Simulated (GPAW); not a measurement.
LiF (Griceite):

```
F Li
1.0
     0.00000    2.01400    2.01400
     2.01400    0.00000    2.01400
     2.01400    2.01400    0.00000
F Li
1 1
Direct
  0.50000 0.50000 0.50000
  0.00000 0.00000 0.00000
```

Base run:

```yaml
Program: GPAW 26.7.0
Functional: r2SCAN
Potentials_or_basis: GPAW PAW data sets (gpaw-data 1.2.1)
Cutoff: 800 eV
Basis: pw
k_mesh: 11 × 11 × 11
Occupations: fermi-dirac, width 0.05 eV
Spin: no spin polarisation
```

Its results: band gap on the k mesh 10.04 eV, direct; pressure -1.9 GPa.

**Question.** After a change of settings the same cell gave: band gap on the k mesh 9.24 eV, direct; pressure 1.5 GPa. Which change was it?
A. functional from r2SCAN to PBEsol; potentials or basis from GPAW PAW data sets (gpaw-data 1.2.1) to PAW data sets generated in the run's folder for this functional
B. functional from r2SCAN to PBEint; potentials or basis from GPAW PAW data sets (gpaw-data 1.2.1) to PAW data sets generated in the run's folder for this functional
C. functional from r2SCAN to PBE; band points from 100 to 80
D. functional from r2SCAN to TPSS

**Answer.** D.

Caveats: the PAW data sets were made with another functional, which shifts forces and pressure a little.

Not every run made on this cell is shown here.
